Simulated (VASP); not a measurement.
# MoS2 in VASP: notebook

One slab, MoS2, is run at these levels: PBEsol; tasks: single point.

All numbers are computed with VASP 6.6.1; they aren't measurements. Logs are shortened: lines on timing, memory, paths and dates and some standing lists are left out, and cuts for length are marked.

## Step 1: The structure

The cell holds a slab with vacuum, 3 atoms: a = 3.169 Å, b = 3.169 Å, c = 15.130 Å, α = 90.00°, β = 90.00°, γ = 120.00°.

## Step 2: Single point, PBEsol

File INCAR:

```
PREC = Accurate
ENCUT = 650
EDIFF = 1E-7
ISMEAR = 0
SIGMA = 0.05
LREAL = F
LASPH = T
NELM = 120
ALGO = Normal
ISIF = 2
LWAVE = F
LCHARG = F
LDIPOL = T
IDIPOL = 3
DIPOL = 0.5 0.5 0.500
GGA = PS
NBANDS = 24
LVHAR = T
LVACPOTAV = T
```

File KPOINTS:

```
regular mesh
0
Gamma
  3 3 1
```

File POSCAR:

```
MoS2
1.0
    3.1690000000      0.0000000000      0.0000000000
   -1.5845000000      2.7444345000      0.0000000000
    0.0000000000      0.0000000000     15.1302960000
S Mo
2 1
Direct
    0.3333333333      0.6666666667      0.3965553615
    0.3333333333      0.6666666667      0.6034446385
    0.6666666667      0.3333333333      0.5000000000
```

Potentials or basis: VASP PAW PBE potentials, release 64 (S, Mo_sv).

Launch:

```sh
cat potpaw_PBE.64/S/POTCAR potpaw_PBE.64/Mo_sv/POTCAR > POTCAR
mpirun -np 1 vasp_std > vasp.out
```

OUTCAR:

```text
PREC = Accurate
   ENCUT = 650
   EDIFF = 1E-7
   ISMEAR = 0
   LREAL = F
   LASPH = T
   NELM = 120
   ISIF = 2
   GGA = PS

 Found      3 irreducible k-points:

 Following reciprocal coordinates:
            Coordinates               Weight
  0.000000  0.000000  0.000000      1.000000
  0.333333  0.000000  0.000000      6.000000
  0.333333  0.333333  0.000000      2.000000
   k-points           NKPTS =      3   k-points in BZ     NKDIM =      3   number of bands    NBANDS=     24
   number of dos      NEDOS =    301   number of ions     NIONS =      3
   total plane-waves  NPLWV =  98784
   dimension x,y,z NGX =    28 NGY =   28 NGZ =  126
   dimension x,y,z NGXF=    56 NGYF=   56 NGZF=  252
   ions per type =               2   1
   NGX,Y,Z   is equivalent  to a cutoff of  14.69, 14.69, 13.84 a.u.
   NGXF,Y,Z  is equivalent  to a cutoff of  29.38, 29.38, 27.69 a.u.
 SYSTEM =  unknown system
   PREC   = accura    normal or accurate (medium, high low for compatibility)
   ISTART =      0    job   : 0-new  1-cont  2-samecut
   ICHARG =      2    charge: 1-file 2-atom 10-const
   ISPIN  =      1    spin polarized calculation?
   LNONCOLLINEAR =      F non collinear calculations
   LSORBIT =      F    spin-orbit coupling
   LASPH  =      T    aspherical Exc in radial PAW
   ENCUT  =  650.0 eV  47.77 Ry    6.91 a.u.   6.59  6.59 31.45*2*pi/ulx,y,z
   NELM   =    120;   NELMIN=  2; NELMDL= -5     # of ELM steps
   EDIFF  = 0.1E-06   stopping-criterion for ELM
   LREAL  =      F    real-space projection
   EDIFFG = 0.1E-05   stopping-criterion for IOM
   NSW    =      0    number of steps for IOM
   IBRION =     -1    ionic relax: 0-MD 1-quasi-New 2-CG
   NFREE  =      0    steps in history (QN), initial steepest desc. (CG)
   ISIF   =      2    stress and relaxation
   ISYM   =      2    0-nonsym 1-usesym 2-fastsym
   POTIM  = 0.5000    time-step for ionic-motion
   TEBEG  =    0.0;   TEEND  =   0.0 temperature during run
   PSTRESS=    0.0 pullay stress
   NELECT =      26.0000    total number of electrons
   NUPDOWN=      -1.0000    fix difference up-down
   EMIN   =  10.00;   EMAX   =-10.00  energy-range for DOS
   EFERMI =   0.00;   METHOD = LEGACY
   ISMEAR =     0;   SIGMA  =   0.05  broadening in eV -4-tet -1-fermi 0-gaus
   EFERMI_NEDOS =   21; number of points for ismear=-14 and -15
   IALGO  =     38    algorithm
   IMIX   =      4    mixing-type and parameters
     AMIX     =   0.40;   BMIX     =  1.00
     AMIX_MAG =   1.60;   BMIX_MAG =  1.00
  volume/ion in A,a.u.               =      43.86       296.00
  Fermi-wavevector in a.u.,A,eV,Ry     =   0.953510  1.801872 12.370154  0.909181
  Thomas-Fermi vector in A             =   2.082171
   LORBIT       =      0    0 simple, 1 ext, 2 COOP (PROOUT), +10 PAW based schemes
   GGA     = PS    functional components
   LHFCALC =     F    Hartree Fock is set to
   AEXX    =    0.0000 exact exchange contribution
   IVDW    =     0    specifies the selected vdW correction
   LEPSILON=     F    determine dielectric tensor
   LRPA    =     F    only Hartree local field effects (RPA)
 non-spin polarized calculation
 Gauss-broadening in eV      SIGMA  =   0.05
  energy-cutoff  :      650.00
  volume of cell :      131.59
 maximum number of plane-waves:      4971
 NGX is ok and might be reduce to    28
   NGX = 13   NGY = 13   NGZ = 63

 dipolmoment           0.000000      0.000000      0.000000 electrons x Angstroem

 number of electron      25.9999998 magnetization

 dipolmoment           0.000000      0.000000     -0.000000 electrons x Angstroem

 Free energy of the ion-electron system (eV)
  ---------------------------------------------------
  ext. energy  EPLUGINS =         0.00000000
  ---------------------------------------------------
  free energy    TOTEN  =       -23.44658816 eV

  energy without entropy =      -23.44658816  energy(sigma->0) =      -23.44658816

 E-fermi :  -0.2691     XC(G=0):  -5.0900

 val. band max:       -0.7083762268   @ k =   0.3333   0.3333   0.0000
 cond. band min:       0.9851635789   @ k =   0.3333   0.3333   0.0000
 fundamental gap:      1.6935398057
 Fermi energy:        -0.2691343611

 k-point     1 :       0.0000    0.0000    0.0000
  band No.  band energies     occupation
      1     -61.4167      2.00000
      2     -35.6717      2.00000
      3     -35.3494      2.00000
      4     -35.3494      2.00000
      5     -14.8990      2.00000
      6     -13.5979      2.00000
[... 16 lines left out ...]
     23       8.7186      0.00000
     24      10.1104      0.00000

 k-point     2 :       0.3333    0.0000    0.0000
  band No.  band energies     occupation
      1     -61.3866      2.00000
      2     -35.6468      2.00000
      3     -35.6122      2.00000
      4     -35.4178      2.00000
      5     -13.5486      2.00000
      6     -13.0389      2.00000
[... 16 lines left out ...]
     23       9.3130      0.00000
     24       9.9241      0.00000

 k-point     3 :       0.3333    0.3333    0.0000
  band No.  band energies     occupation
      1     -61.3715      2.00000
      2     -35.6460      2.00000
      3     -35.6008      2.00000
      4     -35.5824      2.00000
      5     -12.6807      2.00000
      6     -12.6411      2.00000
[... 16 lines left out ...]
     23      10.9120      0.00000
     24      10.9366      0.00000

------------------------ aborting loop because EDIFF is reached ----------------------------------------

  FORCE on cell =-STRESS in cart. coord.  units (eV):
  Direction    XX          YY          ZZ          XY          YZ          ZX
  --------------------------------------------------------------------------------------
  -------------------------------------------------------------------------------------
  Total       -1.0516125     -1.0516125     -1.5255696      0.0000000      0.0000000     -0.0000000
  in kB      -12.8039449    -12.8039448    -18.5746256      0.0000000      0.0000000     -0.0000000
  external PRESSURE =     -14.7275051 kB  Pullay stress =       0.0000000 kB

 VOLUME and BASIS-vectors are now :
 -----------------------------------------------------------------------------
  energy-cutoff  :      650.00
  volume of cell :      131.59
      direct lattice vectors                 reciprocal lattice vectors
     3.169000000  0.000000000  0.000000000     0.315556958  0.182186895  0.000000000
    -1.584500000  2.744434500  0.000000000     0.000000000  0.364373790  0.000000000
     0.000000000  0.000000000 15.130296000     0.000000000  0.000000000  0.066092560

 POSITION                                       TOTAL-FORCE (eV/Angst)
 -----------------------------------------------------------------------------------
     -0.00000      1.82962      6.00000         0.000000     -0.000000      0.483107
     -0.00000      1.82962      9.13030         0.000000     -0.000000     -0.483107
      1.58450      0.91481      7.56515        -0.000000      0.000000      0.000000
 -----------------------------------------------------------------------------------
    total drift:                               -0.000000      0.000000     -0.000000

  FREE ENERGIE OF THE ION-ELECTRON SYSTEM (eV)
  ---------------------------------------------------
  free  energy   TOTEN  =       -23.4465881590 eV

  energy  without entropy=      -23.4465881590  energy(sigma->0) =      -23.44658816

 vacuum level on the upper side and lower side of the slab         5.177         5.177
```

Wall time 18 s (1 thread of Intel Xeon 6975P-C (Granite Rapids), shared host); peak memory 0.3 GiB.

These settings aren't checked as converged: the numbers below hold their error.

What came out:

```
Free energy                            : -23.4466 eV
Largest force                          : 0.483 eV/Å
Band gap on the k mesh                 : 1.69 eV, direct
Ionisation potential of the upper face : 5.89 eV
```

Caveat: the k mesh is coarse (spacing up to 0.76 Å⁻¹), so the values aren't converged; the PAW data sets were made with another functional, which shifts forces and pressure a little.

## Step 3: Single point, PBEsol

This run uses another cell than the first one, of 32.27 Å³/atom, 0.736 times its volume.

Changes to INCAR since step 2:

```diff
@@ -1,3 +1,3 @@
 PREC = Accurate
-ENCUT = 650
+ENCUT = 460
 EDIFF = 1E-7
```

File KPOINTS:

```
regular mesh
0
Gamma
  6 6 1
```

File POSCAR:

```
MoS2
1.0
    3.1690000000      0.0000000000      0.0000000000
   -1.5845000000      2.7444345000      0.0000000000
    0.0000000000      0.0000000000     11.1302960000
S Mo
2 1
Direct
    0.3333333333      0.6666666667      0.3593794810
    0.3333333333      0.6666666667      0.6406205190
    0.6666666667      0.3333333333      0.5000000000
```

Potentials or basis: VASP PAW PBE potentials, release 64 (S, Mo_sv).

Launch:

```sh
cat potpaw_PBE.64/S/POTCAR potpaw_PBE.64/Mo_sv/POTCAR > POTCAR
mpirun -np 1 vasp_std > vasp.out
```

Wall time 10 s (1 thread of Intel Xeon 6975P-C (Granite Rapids), shared host); peak memory 0.2 GiB.

These settings aren't checked as converged: the numbers below hold their error.

Results:

| Item | Value |
| --- | --- |
| Free energy | -23.4109 eV |
| Largest force | 0.306 eV/Å |
| Band gap on the k mesh | 1.73 eV, direct |
| Ionisation potential of the upper face | 5.93 eV |

Caveat: the PAW data sets were made with another functional, which shifts forces and pressure a little.

## Step 4: Single point, PBEsol

This run uses another cell than the first one, of 26.47 Å³/atom, 0.603 times its volume.

INCAR is that of step 3.

File KPOINTS:

```
regular mesh
0
Gamma
  8 8 1
```

File POSCAR:

```
MoS2
1.0
    3.1690000000      0.0000000000      0.0000000000
   -1.5845000000      2.7444345000      0.0000000000
    0.0000000000      0.0000000000      9.1302960000
S Mo
2 1
Direct
    0.3333333333      0.6666666667      0.3285764229
    0.3333333333      0.6666666667      0.6714235771
    0.6666666667      0.3333333333      0.5000000000
```

Launch:

```sh
cat potpaw_PBE.64/S/POTCAR potpaw_PBE.64/Mo_sv/POTCAR > POTCAR
mpirun -np 1 vasp_std > vasp.out
```

Wall time 9.1 s (1 thread of Intel Xeon 6975P-C (Granite Rapids), shared host); peak memory 0.18 GiB.

These settings aren't checked as converged: the numbers below hold their error.

What came out:

```yaml
Free_energy: -23.4050 eV
Largest_force: 0.310 eV/Å
Band_gap_on_the_k_mesh: 1.98 eV, indirect (least direct gap 2.04 eV)
```

Caveat: the PAW data sets were made with another functional, which shifts forces and pressure a little.

## Step 5: Single point, PBEsol

INCAR is that of step 4.

File KPOINTS:

```
regular mesh
0
Gamma
  6 6 1
```

File POSCAR:

```
MoS2
1.0
    3.1690000000      0.0000000000      0.0000000000
   -1.5845000000      2.7444345000      0.0000000000
    0.0000000000      0.0000000000     15.1302960000
S Mo
2 1
Direct
    0.3333333333      0.6666666667      0.3965553615
    0.3333333333      0.6666666667      0.6034446385
    0.6666666667      0.3333333333      0.5000000000
```

Potentials or basis: VASP PAW PBE potentials, release 64 (S, Mo_sv).

Launch:

```sh
cat potpaw_PBE.64/S/POTCAR potpaw_PBE.64/Mo_sv/POTCAR > POTCAR
mpirun -np 1 vasp_std > vasp.out
```

OUTCAR:

```text
PREC = Accurate
   ENCUT = 460
   EDIFF = 1E-7
   ISMEAR = 0
   LREAL = F
   LASPH = T
   NELM = 120
   ISIF = 2
   GGA = PS

 Found      7 irreducible k-points:

 Following reciprocal coordinates:
            Coordinates               Weight
  0.000000  0.000000  0.000000      1.000000
  0.166667  0.000000  0.000000      6.000000
  0.333333  0.000000  0.000000      6.000000
  0.500000  0.000000  0.000000      3.000000
  0.166667  0.166667  0.000000      6.000000
  0.333333  0.166667  0.000000     12.000000
   k-points           NKPTS =      7   k-points in BZ     NKDIM =      7   number of bands    NBANDS=     24
   number of dos      NEDOS =    301   number of ions     NIONS =      3
   total plane-waves  NPLWV =  62208
   dimension x,y,z NGX =    24 NGY =   24 NGZ =  108
   dimension x,y,z NGXF=    48 NGYF=   48 NGZF=  216
   ions per type =               2   1
   NGX,Y,Z   is equivalent  to a cutoff of  12.59, 12.59, 11.87 a.u.
   NGXF,Y,Z  is equivalent  to a cutoff of  25.18, 25.18, 23.73 a.u.
 SYSTEM =  unknown system
   PREC   = accura    normal or accurate (medium, high low for compatibility)
   ISTART =      0    job   : 0-new  1-cont  2-samecut
   ICHARG =      2    charge: 1-file 2-atom 10-const
   ISPIN  =      1    spin polarized calculation?
   LNONCOLLINEAR =      F non collinear calculations
   LSORBIT =      F    spin-orbit coupling
   LASPH  =      T    aspherical Exc in radial PAW
[... 62 lines left out ...]

 k-point     1 :       0.0000    0.0000    0.0000
  band No.  band energies     occupation
      1     -61.5163      2.00000
      2     -35.7058      2.00000
      3     -35.4717      2.00000
      4     -35.4717      2.00000
      5     -14.8760      2.00000
      6     -13.5589      2.00000
[... 151 lines left out ...]
     23       9.4847      0.00000
     24      10.1366      0.00000

 [... further k-points ...]

------------------------ aborting loop because EDIFF is reached ----------------------------------------

  FORCE on cell =-STRESS in cart. coord.  units (eV):
  Direction    XX          YY          ZZ          XY          YZ          ZX
  --------------------------------------------------------------------------------------
  -------------------------------------------------------------------------------------
  Total       -1.1721320     -1.1721320     -0.9931441      0.0000000      0.0000000      0.0000000
  in kB      -14.2713340    -14.2713340    -12.0920610      0.0000000      0.0000000      0.0000000
  external PRESSURE =     -13.5449096 kB  Pullay stress =       0.0000000 kB

 VOLUME and BASIS-vectors are now :
 -----------------------------------------------------------------------------
  energy-cutoff  :      460.00
  volume of cell :      131.59
      direct lattice vectors                 reciprocal lattice vectors
     3.169000000  0.000000000  0.000000000     0.315556958  0.182186895  0.000000000
    -1.584500000  2.744434500  0.000000000     0.000000000  0.364373790  0.000000000
     0.000000000  0.000000000 15.130296000     0.000000000  0.000000000  0.066092560

 POSITION                                       TOTAL-FORCE (eV/Angst)
 -----------------------------------------------------------------------------------
     -0.00000      1.82962      6.00000         0.000000     -0.000000      0.306400
     -0.00000      1.82962      9.13030         0.000000     -0.000000     -0.306400
      1.58450      0.91481      7.56515        -0.000000      0.000000      0.000000
 -----------------------------------------------------------------------------------
    total drift:                               -0.000000      0.000000      0.000000

  FREE ENERGIE OF THE ION-ELECTRON SYSTEM (eV)
  ---------------------------------------------------
  free  energy   TOTEN  =       -23.4110302521 eV

  energy  without entropy=      -23.4110302521  energy(sigma->0) =      -23.41103025

 vacuum level on the upper side and lower side of the slab         5.171         5.171
```

Run time: 17 s. Hardware: 1 thread of Intel Xeon 6975P-C (Granite Rapids), shared host; peak memory 0.23 GiB.

These settings aren't checked as converged: the numbers below hold their error.

Results:

```yaml
Free_energy: -23.4110 eV
Largest_force: 0.306 eV/Å
Band_gap_on_the_k_mesh: 1.73 eV, direct
Ionisation_potential_of_the_upper_face: 5.95 eV
```

Caveat: the PAW data sets were made with another functional, which shifts forces and pressure a little.

## Step 6: Single point, PBEsol

This run uses another cell than the first one, of 52.56 Å³/atom, 1.198 times its volume.

INCAR is that of step 5.

KPOINTS is that of step 5.

File POSCAR:

```
MoS2
1.0
    3.1690000000      0.0000000000      0.0000000000
   -1.5845000000      2.7444345000      0.0000000000
    0.0000000000      0.0000000000     18.1302960000
S Mo
2 1
Direct
    0.3333333333      0.6666666667      0.4136722313
    0.3333333333      0.6666666667      0.5863277687
    0.6666666667      0.3333333333      0.5000000000
```

Potentials or basis: VASP PAW PBE potentials, release 64 (S, Mo_sv).

Launch:

```sh
cat potpaw_PBE.64/S/POTCAR potpaw_PBE.64/Mo_sv/POTCAR > POTCAR
mpirun -np 1 vasp_std > vasp.out
```

It took 23 s on 1 thread of Intel Xeon 6975P-C (Granite Rapids), shared host; peak memory 0.24 GiB.

These settings aren't checked as converged: the numbers below hold their error.

Results:

```
Free energy                            : -23.4109 eV
Largest force                          : 0.306 eV/Å
Band gap on the k mesh                 : 1.73 eV, direct
Ionisation potential of the upper face : 5.95 eV
```

Caveat: the PAW data sets were made with another functional, which shifts forces and pressure a little.
